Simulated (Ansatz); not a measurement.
AlN (rocksalt) was put through Ansatz (plane waves). The cell was relaxed with r2SCAN and then strained, so it isn't that functional's minimum.

The cell:
```cif
data_structure
_symmetry_space_group_name_H-M 'P 1'
_symmetry_Int_Tables_number 1
_cell_length_a 2.8484
_cell_length_b 2.8484
_cell_length_c 2.8484
_cell_angle_alpha 59.494
_cell_angle_beta 59.494
_cell_angle_gamma 59.494
_cell_volume 16.15
loop_
_atom_site_label
_atom_site_type_symbol
_atom_site_fract_x
_atom_site_fract_y
_atom_site_fract_z
_atom_site_occupancy
Al1 Al 0.00000 0.00000 0.00000 1
N1 N 0.50000 0.50000 0.50000 1
```

The output, standing remarks left out:
```
Functional definition: PBE
Crystal: 2 atoms, lattice volume = 16.153 Å³
Basis set: ecut = 420 eV, 331 PW (Γ)
Bands: 8, of which v1, the nominal top of the filled ones, is band 4 counted from 1 (3 counted from 0)
Symmetry: 12 space group operations
Space group: R-3m (ITA 166)
k-points: 32 of 216
preconditioner: auto → none  [insulator: Δε(μ)=4.749 eV  ℏωp=26.1 eV]
Free energy (F): -923.883529 eV
Fermi energy:    11.617737 eV
--- Per-component energies (eV) ---
  E_band       = 40.859702
  E_kinetic    = 164.244730
  E_local      = -166.999307
  E_nonlocal   = 54.439851
  E_hartree    = 61.353968
  E_xc         = -103.549915
  E_vxc        = -110.379794
  E_paw        = -595.013182
  E_vpaw       = -23.153847
  E_ewald      = -338.359771
--- G₀W₀: contour deformation, 6 samples at zero and on the imaginary axis and 2 off it, 216 q-points, 67 empty bands' worth ---
    ik  band        ε_KS         Σx   Σc(E_QP)       V_xc       Z   E_QP_lin       E_QP  E_QP is
     0     3     11.6177   -22.3299     2.9470   -18.6078  0.8011    10.8392    10.8427  root
     0     4     11.6177   -22.3299     2.9470   -18.6078  0.8011    10.8392    10.8427  root
     0     5     17.5513   -12.1375    -4.7435   -17.9348  0.8164    18.6114    18.6051  root
     0     6     23.5141    -5.3026    -5.2708   -11.2942  0.8292    24.2389    24.2350  root
     1     3     11.1507   -22.0559     2.9950   -18.2344  0.8008    10.3201    10.3243  root
     1     4     11.2857   -22.1230     3.0130   -18.2896  0.8006    10.4612    10.4653  root
     1     5     18.6396   -11.1059    -4.9067   -17.0611  0.8159    19.6949    19.6882  root
     1     6     22.4453    -6.8603    -5.4077   -13.1609  0.8171    23.3446    23.3382  root
     2     3     10.5998   -21.7987     3.1242   -17.7774  0.7994     9.6976     9.7028  root
     2     4     10.7145   -21.8654     3.1461   -17.8263  0.7993     9.8164     9.8215  root
     2     5     18.1977    -8.8959    -4.7406   -14.4761  0.8287    19.0413    19.0373  root
     2     6     23.2894    -7.0544    -5.4267   -13.4887  0.8226    24.3057    24.2970  root
     3     3     10.3578   -21.7122     3.1838   -17.6035  0.7987     9.4273     9.4329  root
     3     4     10.4628   -21.7786     3.2073   -17.6497  0.7985     9.5356     9.5412  root
     3     5     17.7908    -8.8531    -4.6365   -14.2965  0.8308    18.6011    18.5976  root
     3     6     22.6497    -7.3306    -5.3321   -13.6917  0.8260    23.6868    23.6786  root
     4     3     10.5823   -21.8391     3.1106   -17.8312  0.7998     9.6798     9.6850  root
     4     4     10.7111   -21.8940     3.1168   -17.8869  0.7998     9.8157     9.8208  root
     4     5     19.4130   -11.8334    -5.0666   -18.0742  0.8083    20.5963    20.5872  root
     4     6     20.6671    -5.2547    -4.9779   -10.8629  0.8371    21.2998    21.2973  root
     6     3      8.7416   -21.0998     3.4614   -16.5727  0.7938     7.6670     7.6759  root
     6     4      9.8574   -21.6103     3.2844   -17.3483  0.7975     8.8732     8.8799  root
     6     5     18.9032    -8.4881    -4.8167   -14.1804  0.8290    19.7834    19.7788  root
     6     6     21.2609    -8.5994    -5.2892   -14.9712  0.8196    22.3522    22.3435  root
     9     3      9.1874   -21.5840     3.4267   -17.1144  0.7953     8.1364     8.1444  root
     9     4      9.3426   -21.6373     3.4274   -17.1749  0.7955     8.2997     8.3076  root
     9     5     17.7510    -6.0856    -4.5692   -11.2517  0.8436    18.3497    18.3479  root
     9     6     18.1155    -8.9281    -4.7412   -14.6103  0.8347    19.0614    19.0564  root
    10     3      7.5405   -20.8164     3.6997   -15.9609  0.7885     6.3725     6.3847  root
    10     4      8.9940   -21.5526     3.4720   -17.0206  0.7945     7.9255     7.9340  root
    10     5     17.2531    -8.0979    -4.5705   -13.4723  0.8397    18.0604    18.0570  root
    10     6     19.4160    -8.0577    -4.8267   -13.7604  0.8287    20.2966    20.2920  root
    12     3      8.6278   -21.5609     3.5566   -16.9119  0.7930     7.5261     7.5355  root
    12     4      8.7910   -21.6110     3.5555   -16.9708  0.7933     7.6971     7.7063  root
    12     5     16.3724    -9.2482    -4.4510   -14.5778  0.8395    17.2549    17.2510  root
    12     6     16.8467    -6.0520    -4.4129   -11.0038  0.8464    17.3870    17.3856  root
  […]
```

The points are ik 0 = (0, 0, 0) (Γ), ik 1 = (0, 0, 1/6), ik 2 = (0, 0, 1/3), ik 3 = (0, 0, -1/2) (L), ik 4 = (0, 1/6, 1/6), ik 6 = (0, 1/6, -1/2), ik 9 = (0, 1/3, 1/3), ik 10 = (0, 1/3, -1/2), ik 12 = (0, -1/2, -1/2) (X), ik 13 = (1/6, 1/6, 1/6), ik 14 = (1/6, 1/6, 1/3), ik 22 = (1/6, -1/2, -1/2); band 4 is the last filled one.

Task: Which of these blocks stood in the input: relax, gw, phonons, dielectric, magnetization (spin_orbit)?

Result: gw. The quasiparticle table needs the gw block.

Task: Which k mesh was typed?

Result: 6×6×6, Γ-centred.

Task: How were the bands filled?

Result: Fixed occupations.

It took 9.6 s on 1 × NVIDIA H100 80GB HBM3 with 2 threads of AMD EPYC 7R13 Processor (Zen 3), with other jobs on the host, load about 0.7 per core; peak host memory 1.2 GiB.

(Calculated; spin-unpolarised; the phase may be known or hypothetical.)
